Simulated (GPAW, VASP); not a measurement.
Given: the input of a run of GPAW 26.7.0 (ASE script) on CdS (Greenockite). 

run.py

```python
from ase import Atoms
from ase.dft.bandgap import bandgap
from ase.io import write
from ase.units import GPa
from gpaw import GPAW, PW

atoms = Atoms(['Cd', 'Cd', 'S', 'S'],
              cell=[[4.15, 0.0, 0.0],
                    [-2.075, 3.5940054257, 0.0],
                    [0.0, 0.0, 6.737]],
              scaled_positions=[[0.6666666667, 0.3333333333, 0.5],
                                [0.3333333333, 0.6666666667, 0.0],
                                [0.6666666667, 0.3333333333, 0.875],
                                [0.3333333333, 0.6666666667, 0.375]],
              pbc=True)

calc = GPAW(mode=PW(600),
            xc='PBE',
            kpts={'size': (7, 7, 4), 'gamma': True},
            occupations={'name': 'methfessel-paxton', 'order': 0, 'width': 0.02},
            nbands=31,
            convergence={'density': 1e-05, 'energy': 1e-05},
            maxiter=150,
            txt='gpaw.txt')
atoms.calc = calc
energy = atoms.get_potential_energy()
forces = atoms.get_forces()
stress = atoms.get_stress()
calc.write('gs.gpw')
write('result.traj', atoms)
print(f'Energy: {energy:.6f} eV')
print('Forces (eV/A):')
print(forces.round(4))
print('Stress (GPa):', (stress / GPa).round(3))
print('Fermi level:', round(calc.get_fermi_level(), 4), 'eV')
print(f'Gap: {bandgap(calc)[0]:.4f} eV, direct: {bandgap(calc, direct=True)[0]:.4f} eV')
```

Potentials or basis: GPAW PAW data sets (gpaw-data 1.2.1), pw.

The run is started by

```sh
$ OMP_NUM_THREADS=1 python run.py
```

Question: Translate it to VASP 6.6.1. Potentials or basis there: PBE PAW files Cd, S, 520 eV.

Answer: As run (cutoffs and basis follow the program's own potentials, and thresholds, step limits or extra output files can differ):

INCAR

```
SYSTEM = CdS
  PREC = Accurate
  ENCUT = 520
  EDIFF = 1E-6
  ISMEAR = 0
  SIGMA = 0.02
  LREAL = .False.
  LASPH = .True.
  NELM = 80
  ALGO = Fast
  ISIF = 2
  LWAVE = .False.
  LCHARG = .False.
  GGA = PE
```

The input KPOINTS:

```
Automatic mesh
0
Gamma
  7 7 4
  0 0 0
```

File POSCAR:

```
CdS
1.0
    4.1500000000      0.0000000000      0.0000000000
   -2.0750000000      3.5940054257      0.0000000000
    0.0000000000      0.0000000000      6.7370000000
Cd S
2 2
Direct
    0.6666666667      0.3333333333      0.5000000000
    0.3333333333      0.6666666667      0.0000000000
    0.6666666667      0.3333333333      0.8750000000
    0.3333333333      0.6666666667      0.3750000000
```

Potentials or basis: VASP PAW PBE potentials, release 64 (Cd, S).

Run with:

```sh
$ cat potpaw_PBE.64/Cd/POTCAR potpaw_PBE.64/S/POTCAR > POTCAR
$ mpirun -np 1 vasp_std > vasp.out
```

Both were run:

|  | GPAW | VASP |
| --- | --- | --- |
| Pressure | 1.8 GPa | 2.4 GPa |
| Largest force | 0.067 eV/Å | 0.069 eV/Å |

Pressure is positive in compression.
